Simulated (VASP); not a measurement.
# A point defect in a supercell of ZrC, part 3 of 4

How easily does a point defect form in ZrC? The host is relaxed first, then a supercell is run with and without the defect. The start is a cell from a database of measured crystal structures.

VASP 6.6.1, plane waves and PAW; the level of theory is named at each step.

So far. Step 2 (The host at zero pressure): The run ended after 3 ionic steps, 0.003 eV below its first step, once forces and stress met EDIFFG = -0.02. Step 3 (The perfect supercell): The host is treated as a metal, as its relaxation found a gap under 0.3 eV or none, and only the neutral defect is run.

The database entry behind the starting cell differs from later determinations by our own check (an axis about 0.7 % long against later determinations), so it need not match the best structure at ambient conditions.

### 4. Reference V

This step: PBE, no spin polarisation; plane waves and PAW (V) (VASP 6.6.1).

System of this step: V. It takes space group Im-3m (No. 229, cubic). The conventional cell has a = 3.020 Å, b = 3.020 Å, c = 3.020 Å, α = 90.00°, β = 90.00°, γ = 90.00°. Nearest to V lie 8 V at 2.62 Å.

The reference for V is its crystal, relaxed at the cutoff of the large cell.

Contents of INCAR:

```
SYSTEM = V
PREC = Normal
ENCUT = 400
EDIFF = 1E-05
NELM = 120
ISMEAR = 1
SIGMA = 0.1
LREAL = Auto
ALGO = Fast
GGA = PE
NBANDS = 8
LASPH = .TRUE.
LORBIT = 11
LWAVE = .FALSE.
LCHARG = .FALSE.
IBRION = 2
NSW = 25
ISIF = 3
EDIFFG = -0.02
POTIM = 0.4
```

Contents of POSCAR:

```
V
1.0
   -1.5100000000      1.5100000000      1.5100000000
    1.5100000000     -1.5100000000      1.5100000000
    1.5100000000      1.5100000000     -1.5100000000
V
1
Direct
    0.0000000000      0.0000000000      0.0000000000
```

Contents of KPOINTS:

```
Automatic mesh
0
Gamma
12 12 12
0 0 0
```

The projector-augmented-wave data sets are V (PBE family, release 64).

Launch:

```console
export OMP_NUM_THREADS=5
mpirun -np 1 vasp_std
```

The program printed:

```text
[banner, memory and clock lines left out]
running    1 mpi-ranks, on    1 nodes
 distrk:  each k-point on    1 cores,    1 groups
 distr:  one band on    1 cores,    1 groups
 Offloading initialized ...    1 GPUs detected
 POSCAR found type information on POSCAR V
 POSCAR found :  1 types and       1 ions
|                                                                             |
|               ----> ADVICE to this user running VASP <----                  |
|                                                                             |
|     You have a (more or less) 'small supercell' and for smaller cells       |
|     it is recommended to use the reciprocal-space projection scheme!        |
|     The real-space optimization is not efficient for small cells and it     |
|     is also less accurate ...                                               |
|     Therefore, set LREAL=.FALSE. in the INCAR file.                         |
|                                                                             |

 LDA part: xc-table for (Slater+PW92), standard interpolation
 POSCAR, INCAR and KPOINTS ok, starting setup
 FFT: planning ... GRIDC
 FFT: planning ... GRID_SOFT
 FFT: planning ... GRID
 WAVECAR not read
 entering main loop
       N       E                     dE             d eps       ncg     rms          rms(c)
DAV:   1    -0.143471644155E+01   -0.14347E+01   -0.18521E+03  1216   0.499E+02
DAV:   2    -0.103188462677E+02   -0.88841E+01   -0.82761E+01  1184   0.585E+01
DAV:   3    -0.103716969172E+02   -0.52851E-01   -0.52812E-01  1472   0.651E+00
DAV:   4    -0.103719982933E+02   -0.30138E-03   -0.30137E-03  1296   0.401E-01
DAV:   5    -0.103720018744E+02   -0.35811E-05   -0.35815E-05  1480   0.368E-02    0.115E+01
RMM:   6    -0.896414102600E+01    0.14079E+01   -0.15620E+00  1152   0.180E+01    0.184E+00
RMM:   7    -0.893255352939E+01    0.31587E-01   -0.17244E-01  1154   0.330E+00    0.119E+00
RMM:   8    -0.892181786468E+01    0.10736E-01   -0.33748E-02  1152   0.194E+00    0.108E-01
RMM:   9    -0.892222559247E+01   -0.40773E-03   -0.46208E-03  1164   0.499E-01    0.115E-01
RMM:  10    -0.892475895302E+01   -0.25334E-02   -0.83497E-03  1152   0.137E+00    0.468E-01
RMM:  11    -0.892221351018E+01    0.25454E-02   -0.17230E-03  1152   0.596E-01    0.107E-01
RMM:  12    -0.892213029651E+01    0.83214E-04   -0.25230E-04  1150   0.182E-01    0.327E-02
RMM:  13    -0.892213887831E+01   -0.85818E-05   -0.60589E-05   964   0.709E-02
   1 F= -.89221389E+01 E0= -.89212944E+01  d E =-.892214E+01
 curvature:   0.00 expect dE= 0.000E+00 dE for cont linesearch  0.000E+00
 trial: gam= 0.00000 g(F)=  0.366E-66 g(S)=  0.515E-01 ort = 0.000E+00 (trialstep = 0.100E+01)
 search vector abs. value=  0.515E-01
 bond charge predicted
       N       E                     dE             d eps       ncg     rms          rms(c)
DAV:   1    -0.897904265308E+01   -0.56912E-01   -0.32806E+00  1152   0.280E+01    0.265E+00
RMM:   2    -0.892777933466E+01    0.51263E-01   -0.42197E-02  1152   0.293E+00    0.455E-01
RMM:   3    -0.892570023432E+01    0.20791E-02   -0.56132E-03  1159   0.612E-01    0.189E-01
RMM:   4    -0.892522817691E+01    0.47206E-03   -0.19324E-03  1152   0.671E-01    0.839E-02
RMM:   5    -0.892522787548E+01    0.30143E-06   -0.31215E-04  1164   0.150E-01    0.226E-02
RMM:   6    -0.892522144078E+01    0.64347E-05   -0.70019E-05  1125   0.123E-01
   2 F= -.89252214E+01 E0= -.89242678E+01  d E =-.308256E-02
[...]
3 F= -.89349123E+01 E0= -.89338250E+01  d E =-.127734E-01
 curvature:  -0.28 expect dE=-0.240E-04 dE for cont linesearch -0.240E-04
 ZBRENT: interpolating
 opt :   0.5453  next Energy=    -8.934937 (dE=-0.128E-01)
 bond charge predicted
       N       E                     dE             d eps       ncg     rms          rms(c)
DAV:   1    -0.893495612926E+01   -0.43929E-04   -0.17753E-03  1272   0.662E-01    0.585E-02
RMM:   2    -0.893492945545E+01    0.26674E-04   -0.25022E-05  1037   0.699E-02    0.948E-03
RMM:   3    -0.893492887153E+01    0.58393E-06   -0.27281E-06   606   0.153E-02
   4 F= -.89349289E+01 E0= -.89338402E+01  d E =-.127900E-01
 curvature:  -0.28 expect dE=-0.243E-05 dE for cont linesearch -0.243E-05
 trial: gam= 0.00000 g(F)=  0.000E+00 g(S)=  0.852E-05 ort =-0.663E-03 (trialstep = 0.909E+00)
 search vector abs. value=  0.852E-05
 reached required accuracy - stopping structural energy minimisation
```

Elapsed: 2.9 min, on 1 × NVIDIA H100 80GB HBM3, 81559 MiB with 1 MPI rank of AMD EPYC 7R13 (Zen 3), card shared with another run, shared host; peak memory 1.6 GiB.

OUTCAR, selected parts (step 4):

```text
  LATTYP: Found a body centered cubic cell.
 ALAT       =     3.0200000000

The static configuration has the point symmetry O_h .

 Found     72 irreducible k-points:

   k-points           NKPTS =     72   k-points in BZ     NKDIM =     72   number of bands    NBANDS=      8

   dimension x,y,z NGX =    14 NGY =   14 NGZ =   14
   dimension x,y,z NGXF=    28 NGYF=   28 NGZF=   28

   ENCUT  =  400.0 eV  29.40 Ry    5.42 a.u.   4.27  4.27  4.27*2*pi/ulx,y,z

   NELECT =       5.0000    total number of electrons

 E-fermi :   6.3049

 k-point     1 :       0.0000    0.0000    0.0000
  band No.  band energies     occupation
      1      -0.2431      2.00000
      2       6.7186     -0.00000
      3       6.7186     -0.00000
      4       6.7186     -0.00000
      5       8.7567      0.00000
      6       8.7567      0.00000
    ...

 k-point     2 :       0.0833    0.0000    0.0000
  band No.  band energies     occupation
      1       0.0397      2.00000
      2       6.5992     -0.00025
      3       6.6908     -0.00000
      4       6.9224     -0.00000
      5       8.6261      0.00000
      6       8.7657      0.00000
    ...

  Total        0.0085799      0.0085799      0.0085799     -0.0000000     -0.0000000     -0.0000000
  in kB        1.0414225      1.0414225      1.0414225     -0.0000000     -0.0000000     -0.0000000
  external PRESSURE =       1.0414225 kB  Pullay stress =       0.0000000 kB

  energy-cutoff  :      400.00
  volume of cell :       13.20
      direct lattice vectors                 reciprocal lattice vectors
    -1.488797316  1.488797316  1.488797316     0.000000000  0.335841551  0.335841551
     1.488797316 -1.488797316  1.488797316     0.335841551  0.000000000  0.335841551
     1.488797316  1.488797316 -1.488797316     0.335841551  0.335841551  0.000000000

 POSITION                                       TOTAL-FORCE (eV/Angst)
 -----------------------------------------------------------------------------------
      0.00000      2.97759      0.00000         0.000000      0.000000      0.000000
 -----------------------------------------------------------------------------------
    total drift:                               -0.000000      0.000000      0.000000

  FREE ENERGIE OF THE ION-ELECTRON SYSTEM (eV)
  ---------------------------------------------------
  free  energy   TOTEN  =        -8.9349288715 eV

  energy  without entropy=       -8.9316628652  energy(sigma->0) =       -8.93384020

 total charge
# of ion       s       p       d       tot
------------------------------------------
    1        0.587   0.663   3.581   4.831

[... 2 parts as in an earlier step ...]

[... 7 further parts left out ...]
```

This run has no spin polarisation, so a moment on V, if there is one, isn't seen. Its electron count is odd, so without a moment it is a metal by construction. The data set V keeps the semicore shell frozen, which is cheaper and a little less accurate.

The steps of the relaxation:

```
step  energy less that of the first step (eV)  largest force (eV/Å)  pressure (GPa)  volume (Å³)
   1                                   0.0000                0.0000           -7.76        13.77
   2                                  -0.0031                0.0000            6.70        12.74
   3                                  -0.0128                0.0000           -0.33        13.22
   4                                  -0.0128                0.0000            0.10        13.20
```

```
conventional cell, symmetrised  before  after  change
                         a (Å)   3.020  2.978  -1.4 %
                         b (Å)   3.020  2.978  -1.4 %
                         c (Å)   3.020  2.978  -1.4 %
              volume (Å³/atom)   13.77  13.20  -4.2 %
```

The relaxed structure:

```xyz
1
Lattice="-1.4888 1.4888 1.4888 1.4888 -1.4888 1.4888 1.4888 1.4888 -1.4888" Properties=species:S:1:pos:R:3 pbc="T T T"
V     0.0000    0.0000    0.0000
```

Numbers from this step:

| Item | Value |
| --- | --- |
| electronic cycles | 28 |
| electrons | 5 |
| free energy (TOTEN) | -8.935 eV |
| energy at zero smearing | -8.934 eV |
| Fermi energy | 6.305 eV |

The run ended after 4 ionic steps, 0.013 eV below its first step, once forces and stress met EDIFFG = -0.02.

Energy at zero smearing: -8.93384 eV.

### 5. Reference Zr

This step: PBE; plane waves and PAW (Zr_sv) (VASP 6.6.1).

System of this step: Zr. Symmetry: P6_3/mmc, No. 194, hexagonal system. Conventional cell: a = 3.230 Å, b = 3.230 Å, c = 5.145 Å, α = 90.00°, β = 90.00°, γ = 120.00°. Zr has 12 Zr at 3.18 to 3.23 Å nearest.

The reference for Zr is its crystal, relaxed at the cutoff of the large cell.

Changes to INCAR since step 4:

```diff
@@ -1,2 +1,2 @@
-SYSTEM = V
+SYSTEM = Zr
 PREC = Normal
@@ -10,3 +10,3 @@
 GGA = PE
-NBANDS = 8
+NBANDS = 18
 LASPH = .TRUE.
```

Contents of POSCAR:

```
Zr
1.0
    3.2300000000      0.0000000000      0.0000000000
   -1.6150000000      2.7972620542      0.0000000000
    0.0000000000      0.0000000000      5.1453900000
Zr
2
Direct
    0.0000000000      0.0000000000      0.0000000000
    0.3333333333      0.6666666667      0.5000000000
```

Contents of KPOINTS:

```
Automatic mesh
0
Gamma
9 9 5
0 0 0
```

PAW data sets: Zr_sv (PBE family, release 64).

The program printed:

```text
[banner, memory and clock lines left out]
running    1 mpi-ranks, on    1 nodes
 distrk:  each k-point on    1 cores,    1 groups
 distr:  one band on    1 cores,    1 groups
 Offloading initialized ...    1 GPUs detected
 POSCAR found type information on POSCAR Zr
 POSCAR found :  1 types and       2 ions
 [... a notice as in an earlier step ...]

 LDA part: xc-table for (Slater+PW92), standard interpolation
 POSCAR, INCAR and KPOINTS ok, starting setup
 FFT: planning ... GRIDC
 FFT: planning ... GRID_SOFT
 FFT: planning ... GRID
 WAVECAR not read
 entering main loop
       N       E                     dE             d eps       ncg     rms          rms(c)
DAV:   1     0.188614013579E+03    0.18861E+03   -0.11933E+04  1296   0.111E+03
DAV:   2    -0.602728655821E+01   -0.19464E+03   -0.19192E+03  1548   0.344E+02
DAV:   3    -0.175073011434E+02   -0.11480E+02   -0.11360E+02  2292   0.618E+01
DAV:   4    -0.177457913528E+02   -0.23849E+00   -0.23816E+00  1528   0.890E+00
DAV:   5    -0.177539633259E+02   -0.81720E-02   -0.81670E-02  1946   0.113E+00    0.143E+01
RMM:   6    -0.171480500632E+02    0.60591E+00   -0.84890E-01  1329   0.684E+00    0.586E+00
RMM:   7    -0.170255167556E+02    0.12253E+00   -0.86575E-01  1368   0.568E+00    0.120E+00
RMM:   8    -0.170394774458E+02   -0.13961E-01   -0.10907E-01  1506   0.238E+00    0.714E-01
RMM:   9    -0.170424734624E+02   -0.29960E-02   -0.39926E-02  1585   0.130E+00    0.352E-01
RMM:  10    -0.170417507684E+02    0.72269E-03   -0.97125E-03  1439   0.875E-01    0.104E-01
RMM:  11    -0.170419060791E+02   -0.15531E-03   -0.28031E-03  1707   0.334E-01    0.415E-02
RMM:  12    -0.170419877253E+02   -0.81646E-04   -0.77300E-04  1761   0.152E-01    0.299E-02
RMM:  13    -0.170420260739E+02   -0.38349E-04   -0.25574E-04  1577   0.852E-02    0.192E-02
RMM:  14    -0.170420404362E+02   -0.14362E-04   -0.11844E-04  1335   0.557E-02    0.891E-03
RMM:  15    -0.170420475034E+02   -0.70672E-05   -0.54790E-05  1167   0.375E-02
   1 F= -.17042048E+02 E0= -.17041632E+02  d E =-.170420E+02
 curvature:   0.00 expect dE= 0.000E+00 dE for cont linesearch  0.000E+00
 trial: gam= 0.00000 g(F)=  0.211E-48 g(S)=  0.251E-02 ort = 0.000E+00 (trialstep = 0.100E+01)
 search vector abs. value=  0.251E-02
 bond charge predicted
       N       E                     dE             d eps       ncg     rms          rms(c)
DAV:   1    -0.170617565914E+02   -0.19716E-01   -0.72311E-01  1552   0.789E+00    0.117E+00
RMM:   2    -0.170449757548E+02    0.16781E-01   -0.38076E-02  1396   0.174E+00    0.403E-01
RMM:   3    -0.170418328571E+02    0.31429E-02   -0.24538E-02  1440   0.111E+00    0.284E-01
RMM:   4    -0.170427090989E+02   -0.87624E-03   -0.54183E-03  1561   0.442E-01    0.105E-01
RMM:   5    -0.170428808412E+02   -0.17174E-03   -0.32003E-03  1623   0.320E-01    0.992E-02
RMM:   6    -0.170429869710E+02   -0.10613E-03   -0.10789E-03  1727   0.147E-01    0.119E-01
RMM:   7    -0.170430316420E+02   -0.44671E-04   -0.40213E-04  1521   0.136E-01    0.320E-02
RMM:   8    -0.170430470013E+02   -0.15359E-04   -0.15660E-04  1398   0.616E-02    0.385E-02
RMM:   9    -0.170430521187E+02   -0.51174E-05   -0.49586E-05  1165   0.318E-02
   2 F= -.17043052E+02 E0= -.17042774E+02  d E =-.100462E-02
[...]
WARNING in EDDRMM: call to ZHEGV failed, returncode =   6  3      9
WARNING in EDDRMM: call to ZHEGV failed, returncode =   6  3     10
[...]
WARNING in EDDRMM: call to ZHEGV failed, returncode =   8  4      9
[...]
3 F= -.17043075E+02 E0= -.17042779E+02  d E =-.102700E-02
[...]
4 F= -.17043394E+02 E0= -.17043117E+02  d E =-.319837E-03
 trial-energy change:   -0.000320  1 .order   -0.000312   -0.000491   -0.000134
 step:   1.3385(harm=  1.3385)  dis= 0.00000  next Energy=   -17.043412 (dE=-0.337E-03)
 bond charge predicted
       N       E                     dE             d eps       ncg     rms          rms(c)
DAV:   1    -0.170437334371E+02   -0.34196E-03   -0.17643E-02  1536   0.118E+00    0.128E-01
RMM:   2    -0.170434574109E+02    0.27603E-03   -0.50340E-04  1393   0.194E-01    0.507E-02
RMM:   3    -0.170433958754E+02    0.61536E-04   -0.28403E-04  1450   0.124E-01    0.252E-02
RMM:   4    -0.170434090658E+02   -0.13190E-04   -0.79254E-05  1177   0.527E-02    0.877E-03
RMM:   5    -0.170434115223E+02   -0.24565E-05   -0.40269E-05  1048   0.329E-02
   5 F= -.17043412E+02 E0= -.17043143E+02  d E =-.337018E-03
 curvature:  -0.82 expect dE=-0.121E-05 dE for cont linesearch -0.119E-05
 trial: gam= 0.00000 g(F)=  0.239E-46 g(S)=  0.147E-05 ort =-0.300E-04 (trialstep = 0.105E+01)
 search vector abs. value=  0.147E-05
 reached required accuracy - stopping structural energy minimisation
```

Elapsed: 4.5 min, on 1 × NVIDIA H100 80GB HBM3, 81559 MiB with 1 MPI rank; peak memory 1.7 GiB.

From OUTCAR (step 5):

```text
   k-points           NKPTS =     36   k-points in BZ     NKDIM =     36   number of bands    NBANDS=     18

   ENCUT  =  400.0 eV  29.40 Ry    5.42 a.u.   5.27  5.27  8.39*2*pi/ulx,y,z

   NELECT =      24.0000    total number of electrons

 E-fermi :   8.9811

 k-point     1 :       0.0000    0.0000    0.0000
  band No.  band energies     occupation
    ...
      6     -17.4185      2.00000
      7     -17.3989      2.00000
      8     -17.3989      2.00000
      9       3.3105      2.00000
     10       5.9311      2.00000
     11       9.8382     -0.00000
     12       9.8382     -0.00000
     13       9.8782     -0.00000
     14      10.0328     -0.00000
     15      10.5035     -0.00000
    ...

  Total        0.0054636      0.0054636     -0.0040664      0.0000000      0.0000000      0.0000000
  in kB        0.1874037      0.1874037     -0.1394808      0.0000000      0.0000000      0.0000000
  external PRESSURE =       0.0784422 kB  Pullay stress =       0.0000000 kB

 POSITION                                       TOTAL-FORCE (eV/Angst)
 -----------------------------------------------------------------------------------
      0.00000      0.00000      0.00000         0.000000     -0.000000      0.000000
     -0.00000      1.86127      2.59482        -0.000000      0.000000      0.000000
 -----------------------------------------------------------------------------------
    total drift:                                0.000000     -0.000000     -0.000000

  FREE ENERGIE OF THE ION-ELECTRON SYSTEM (eV)
  ---------------------------------------------------
  free  energy   TOTEN  =       -17.0434115223 eV

  energy  without entropy=      -17.0426052247  energy(sigma->0) =      -17.04314276

[... 1 part as in an earlier step ...]

[... 15 further parts left out ...]
```

The run keeps the 24 symmetry operations of its start, so it cannot find a distortion of lower symmetry.

Step by step:

```
step  energy less that of the first step (eV)  largest force (eV/Å)  pressure (GPa)  volume (Å³)
   1                                   0.0000                0.0000            0.51        46.49
   2                                  -0.0010                0.0000           -0.27        46.89
   3                                  -0.0010                0.0000           -0.24        46.84
   4                                  -0.0013                0.0000           -0.12        46.74
   5                                  -0.0014                0.0000            0.01        46.71
```

| conventional cell, symmetrised | before | after | change |
| --- | --- | --- | --- |
| a (Å) | 3.230 | 3.224 | -0.2 % |
| b (Å) | 3.230 | 3.224 | -0.2 % |
| c (Å) | 5.145 | 5.190 | +0.9 % |
| volume (Å³/atom) | 23.24 | 23.35 | +0.5 % |

The relaxed structure:

```xyz
2
Lattice="3.2238 0.0000 0.0000 -1.6119 2.7919 0.0000 0.0000 0.0000 5.1896" Properties=species:S:1:pos:R:3 pbc="T T T"
Zr    0.0000    0.0000    0.0000
Zr    0.0000    1.8613    2.5948
```

Numbers from this step:

- electronic cycles: 41
- electrons: 24
- free energy (TOTEN): -17.04 eV
- energy at zero smearing: -17.04 eV
- Fermi energy: 8.981 eV

The run ended after 5 ionic steps, 0.001 eV below its first step, once forces and stress met EDIFFG = -0.02.

Energy at zero smearing: -17.04314 eV.

[end of part 3 of 4]

[Lines on the potential files, build, host, timing and source positions are cut from VASP's logs without a mark.]

[Logs are printed without paths, hosts, clocks, repeated set-up lines and the standing remarks that a program may print on its own settings, such as how far it seeks lower states.]

[Hosts, paths, dates, database ids (printed as entryN), source tags and the programs' standing remarks are cut or masked in the printed files.]

[In band tables of VASP the shares of atoms and orbitals are scaled to a sum of 1 inside the atoms' spheres.]

[Runs that stopped without an error message from VASP are left out.]
